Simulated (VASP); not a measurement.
**Results of a VASP single-point calculation on GaN (zincblende)**

POSCAR

```
Ga N
 1.0000000000000000
     0.0000000000000000    2.2489525470600347    2.2489525470600347
     2.2489525470600347    0.0000000000000000    2.2489525470600347
     2.2489525470600347    2.2489525470600347    0.0000000000000000
 Ga  N
   1   1
Cartesian
  0.0000000000000000 -0.0000000000000000 -0.0000000000000000
  1.1244762735300171  1.1244762735300171  1.1244762735300171
```

```json
{
 "gap between bands v and c": "1.76 eV",
 "least direct gap": "1.76 eV"
}
```

Band v is the last that the valence electrons fill when counted band by band, and c is the next. Levels in eV from the top of v:

| point | v−1 | v | c | c+1 |
| --- | --- | --- | --- | --- |
| Γ | 0.00 | 0.00 | 1.76 | 10.34 |
| X | -2.72 | -2.72 | 3.35 | 6.70 |
| W | -3.72 | -3.67 | 6.23 | 8.44 |
| K | -4.28 | -2.19 | 5.01 | 7.91 |
| L | -0.98 | -0.98 | 4.68 | 8.76 |

Question: Which of these levels of theory gave these results?
A. PBE0
B. LDA
C. HSE06
D. PBE
E. r²SCAN
F. PBE with spin–orbit coupling
G. PBEsol

Answer: D.

The INCAR was:

```
SIGMA = 0.02
ISMEAR = -1
PREC = Accurate
EDIFF = 1E-7
LCHARG = .FALSE.
NBANDS = 16
LREAL = .FALSE.
NELM = 120
LASPH = .TRUE.
ISIF = 2
ENCUT = 520
NSW = 0
GGA = PE
LWAVE = .FALSE.
IBRION = -1
```
